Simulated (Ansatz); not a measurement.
**What moves the pressure of SnO?**

```yaml
crystal:
  lattice:
    - [0.00000, 2.73759, 2.73759]
    - [2.73759, 0.00000, 2.73759]
    - [2.73759, 2.73759, 0.00000]
  atoms:
    - { symbol: Sn, position: [0.00000, 0.00000, 0.00000] }
    - { symbol: O, position: [0.25000, 0.25000, 0.25000] }
```

Atom numbers follow the list: Sn1, O2.

The structure comes from a relaxation in the same program, started in the zincblende type, and has space group F-43m. Whether it is a known phase or the ground state wasn't checked.

Theory: DFT, PBE, all-electron LAPW, scalar-relativistic in Ansatz 0.2.0.

Sampling and basis: a Γ-centred 12×12×12 k mesh, Fermi–Dirac smearing of 0.08 eV, basis error target 1 meV/atom, no spin polarisation.

Spin–orbit coupling is off unless a change turns it on.

In this reference run the pressure is 0.0 GPa (positive in compression). Each change below is made alone, on the same k mesh, with fractional coordinates held unless an atom is moved; x, y and z are the Cartesian axes.

**Question.** Order the changes by the shift of the pressure, most negative first.
A. volume scaled by 0.98
B. volume scaled by 1.02
C. functional lda
D. spin-orbit coupling on
E. functional pbesol
F. no relativity

**Answer.** C (-5.3 GPa), E (-3.4 GPa), F (-1.8 GPa), B (-1.1 GPa), D (0.0 GPa), A (+1.3 GPa).
